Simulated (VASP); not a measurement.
**VASP 6.6.1 run: Cu$_{2}$O**

INCAR

```
PREC = Accurate
LASPH = .TRUE.
LCHARG = .FALSE.
IBRION = -1
NSW = 0
ENCUT = 520
LREAL = .FALSE.
IMIX = 1
ISMEAR = -1
AMIX = 1.5
SIGMA = 0.02
EDIFF = 1E-7
LWAVE = .FALSE.
NBANDS = 37
NELM = 80
ISIF = 2
GGA = PE
BMIX = 0.0001
```

KPOINTS

```
KPOINTS created by Atomic Simulation Environment
0
Gamma
6 6 6
0 0 0
```

POSCAR

```
Cu O
 1.0000000000000000
     4.0762370861999999    0.0000000000000000    0.0000000000000000
     0.0000000000000000    4.0762370861999999    0.0000000000000000
     0.0000000000000000    0.0000000000000000    4.0762370861999999
 Cu  O
   4   2
Cartesian
  1.0190592715500000  1.0190592715500000  3.0571778146500002
  3.0571778146500002  1.0190592715500000  1.0190592715500000
  1.0190592715500000  3.0571778146500002  1.0190592715500000
  3.0571778146500002  3.0571778146500002  3.0571778146500002
  2.0381185431000000  2.0381185431000000  2.0381185431000000
  0.0000000000000000  0.0000000000000000  0.0000000000000000
```

The recommended PBE PAW datasets give the neutral cell 56 valence electrons.

Command

```
mpirun -np 1 vasp_std
```

OSZICAR

```
N       E                     dE             d eps       ncg     rms          rms(c)
DAV:   1     0.559024422468E+03    0.55902E+03   -0.25126E+04  1496   0.252E+03
DAV:   2     0.631021765822E+02   -0.49592E+03   -0.47074E+03  1490   0.474E+02
DAV:   3    -0.274308612914E+02   -0.90533E+02   -0.86640E+02  1759   0.223E+02
DAV:   4    -0.328221358899E+02   -0.53913E+01   -0.53207E+01  2117   0.624E+01
DAV:   5    -0.328797721428E+02   -0.57636E-01   -0.57602E-01  1974   0.731E+00    0.192E+01
DAV:   6    -0.185044724586E+03   -0.15216E+03   -0.69223E+02  1929   0.564E+02    0.710E+01
DAV:   7    -0.217654803414E+04   -0.19915E+04   -0.17043E+04  2280   0.125E+03    0.235E+02
DAV:   8    -0.113755117075E+05   -0.91990E+04   -0.12502E+05  2172   0.317E+03    0.737E+02
DAV:   9    -0.161428557722E+05   -0.47673E+04   -0.13924E+05  2376   0.133E+03    0.100E+03
DAV:  10    -0.218229926117E+05   -0.56801E+04   -0.20240E+05  2120   0.336E+03    0.174E+03
...
DAV:  15    -0.275891837196E+05   -0.14208E+04   -0.21710E+05  2416   0.192E+03    0.273E+03
DAV:  16    -0.269662802867E+05    0.62290E+03   -0.22683E+05  2174   0.328E+03    0.274E+03
DAV:  17    -0.278263100312E+05   -0.86003E+03   -0.21514E+05  2336   0.185E+03    0.274E+03
DAV:  18    -0.269892396133E+05    0.83707E+03   -0.22444E+05  2134   0.343E+03    0.280E+03
DAV:  19    -0.283326824100E+05   -0.13434E+04   -0.22262E+05  2344   0.197E+03    0.283E+03
DAV:  20    -0.274164711672E+05    0.91621E+03   -0.22787E+05  2160   0.331E+03    0.282E+03
DAV:  21    -0.285053866819E+05   -0.10889E+04   -0.22337E+05  2352   0.192E+03    0.282E+03
DAV:  22    -0.275221623240E+05    0.98322E+03   -0.22862E+05  2120   0.331E+03    0.283E+03
DAV:  23    -0.286710423679E+05   -0.11489E+04   -0.22602E+05  2352   0.195E+03    0.284E+03
DAV:  24    -0.276137005846E+05    0.10573E+04   -0.22953E+05  2176   0.333E+03    0.285E+03
```

Standard output (part)

```
POSCAR found type information on POSCAR CuO
 POSCAR found :  2 types and       6 ions
 LDA part: xc-table for (Slater+PW92), standard interpolation
 POSCAR, INCAR and KPOINTS ok, starting setup
 WAVECAR not read
 entering main loop
|     EEEEEEE  RRRRRR   RRRRRR   OOOOOOO  RRRRRR      ###     ###     ###     |
|     E        R     R  R     R  O     O  R     R     ###     ###     ###     |
|     E        R     R  R     R  O     O  R     R     ###     ###     ###     |
|     EEEEE    RRRRRR   RRRRRR   O     O  RRRRRR       #       #       #      |
|     E        R    R   R    R   O     O  R    R      ###     ###     ###     |
|     EEEEEEE  R     R  R     R  OOOOOOO  R     R     ###     ###     ###     |
|     ERROR FEXCP: supplied Exchange-correletion table                        |
|      is too small, maximal index : 3847                                     |
|       ---->  I REFUSE TO CONTINUE WITH THIS SICK JOB ... BYE!!! <----       |
```

VASP stopped with an error.

What is wrong with this input?

Mixing far too strong. VASP stopped with an error.
